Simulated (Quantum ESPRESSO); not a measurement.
Crystal: Be.

```
Be
1.0
     2.28530    0.00000    0.00000
    -1.14265    1.97913    0.00000
     0.00000    0.00000    3.58420
Be
2
Direct
  0.66667 0.33333 0.75000
  0.33333 0.66667 0.25000
```

| Item | Value |
| --- | --- |
| Program | Quantum ESPRESSO 7.5 |
| Task | relaxation of cell and atoms |
| Functional | revPBE |
| Dispersion | D4 |
| Potentials or basis | PseudoDojo 0.4.1 SR PBE standard |
| Cutoff | 1197 eV |
| Density cutoff | 4789 eV |
| k mesh | 13 × 13 × 8 |
| Occupations | fermi-dirac, width 0.05 eV |
| Spin | no spin polarisation |

At the start: pressure -3.4 GPa; volume 8.11 Å³/atom.

Question: How do energy, volume and symmetry change on relaxing?

Answer: Over 3 steps the energy falls by 2.4 meV/atom and the volume is 7.88 Å³/atom (-2.8 %); space group P6_3/mmc (No. 194, to 0.05 Å).

The path:
| step | energy change (eV) | largest force (eV/Å) | pressure (GPa) | volume (Å³) |
| --- | --- | --- | --- | --- |
| 1 | 0.0000 | 0.0000 | -3.39 | 16.21 |
| 2 | -0.0012 | 0.0000 | -2.97 | 16.15 |
| 3 | -0.0048 | 0.0000 | 0.04 | 15.75 |

Final structure:
```yaml
crystal:
  lattice:
    - [2.26514, 0.00000, 0.00000]
    - [-1.13257, 1.96167, 0.00000]
    - [0.00000, 0.00000, 3.54521]
  atoms:
    - { symbol: Be, position: [0.66667, 0.33333, 0.75000] }
    - { symbol: Be, position: [0.33333, 0.66667, 0.25000] }
```

Caveat: the potentials were made for another functional, which shifts forces and pressure; pairwise dispersion overbinds metals, which lowers pressure and volume.
